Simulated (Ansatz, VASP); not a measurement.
MgI2: VASP beside Ansatz

INCAR

```
ALGO = Normal
EDIFF = 1E-7
ENCUT = 520
GGA = PE
ISIF = 2
ISMEAR = 0
LASPH = T
LCHARG = F
LREAL = F
LWAVE = F
NBANDS = 15
NELM = 80
PREC = Accurate
SIGMA = 0.05
```

KPOINTS

```
k-points
0
Gamma
  6 6 4
```

Contents of POSCAR:

```
MgI2
1.0
    4.2950988506      0.0000000000      0.0000000000
   -2.1475494253      3.7196647164      0.0000000000
    0.0000000000      0.0000000000      7.9749240755
Mg I
1 2
Direct
    0.0000000000      0.0000000000      0.0000000000
    0.3333333333      0.6666666667      0.7973879295
    0.6666666667      0.3333333333      0.2026120705
```

Input for Ansatz:

```yaml
crystal:
  lattice:
    - [4.2950988506, 0.0, 0.0]
    - [-2.1475494253, 3.7196647164, 0.0]
    - [0.0, 0.0, 7.9749240755]
  atoms:
    - { symbol: Mg, position: [0.0, 0.0, 0.0] }
    - { symbol: I, position: [0.3333333333, 0.6666666667, 0.7973879295] }
    - { symbol: I, position: [0.6666666667, 0.3333333333, 0.2026120705] }
basis:
  ecutwfc: 520.0
kpoints:
  mp_grid: { grid: [6, 6, 4] }
hamiltonian:
  xc: pbe
scf:
  occupations: { method: gaussian, width: 0.05 }
output:
  forces: true
  stress: true
  eigenvalues: true
  write_density: true
  write_potential: true
  elf: true
  volumetric_format: npy
```

Alike in both runs: task single point; functional PBE; k mesh 6 × 6 × 4; occupations gaussian, width 0.05 eV; no spin polarisation.

|  | VASP | Ansatz |
| --- | --- | --- |
| version | VASP 6.6.1 | Ansatz 0.2.0 |
| potentials or method | VASP PAW PBE potentials, release 64 (Mg, I) | scalar-relativistic, plane waves, PAW |
| plane-wave cutoff (eV) | 520 | 520 |
| valence electrons in the cell | 16 | 44 |

|  | VASP | Ansatz | Ansatz less VASP |
| --- | --- | --- | --- |
| gap on the k mesh at the Fermi level (eV) | 3.71 | 3.73 | +0.017 |
| least direct gap on the mesh (eV) | 3.72 | 3.73 | +0.015 |
| pressure (GPa) | -0.3 | -0.3 | +0.05 |
| largest component of the traceless stress (GPa) | 0.75 | 0.74 | -0.007 |
| rms of the force components (eV/Å) | 0.055 | 0.059 | +0.0045 |

Atom by atom the forces differ by 0.005 eV/Å (rms over components). The two sets of potentials don't hold the same shells in valence.

Caveats: spin-orbit coupling is left out, which moves the levels of the heavy elements; this functional lacks dispersion, which binds the layers, so the pressure and a relaxed spacing across them are unreliable. A k mesh can miss the band edges.
